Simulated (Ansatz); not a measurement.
CaF$_{2}$ (fluorite), relaxed and computed with several functionals in Ansatz (plane waves, PAW).

```json
[
 {"functional": "PBE", "a (Å)": "5.511", "gap (eV)": "7.14", "B₀ by P(V) fit (GPa)": "77.5"},
 {"functional": "r²SCAN", "a (Å)": "(withheld)", "gap (eV)": "(withheld)", "B₀ by P(V) fit (GPa)": "(withheld)"},
 {"functional": "HSE06", "a (Å)": "5.468", "gap (eV)": "9.34", "B₀ by P(V) fit (GPa)": "83.3"},
 {"functional": "PBEsol", "a (Å)": "5.420", "gap (eV)": "7.25", "B₀ by P(V) fit (GPa)": "86.4"},
 {"functional": "LDA", "a (Å)": "5.326", "gap (eV)": "7.38", "B₀ by P(V) fit (GPa)": "101"}
]
```

### Question
Some entries are withheld; supply them.

### Answer

- r²SCAN, a (Å): 5.441
- r²SCAN, gap (eV): 8.03
- r²SCAN, B₀ by P(V) fit (GPa): 89.5

All cells were relaxed under the symmetry of their starts (and spin orders); stability against distortions was not tested throughout.

Potentials: the earlier of the program's two PAW sets. The files were generated under PBE; for other functionals the program regenerates the frozen cores, and for LDA and PBEsol the local potential too.

Ansatz (a program for electronic structure) is a plane-wave DFT program.
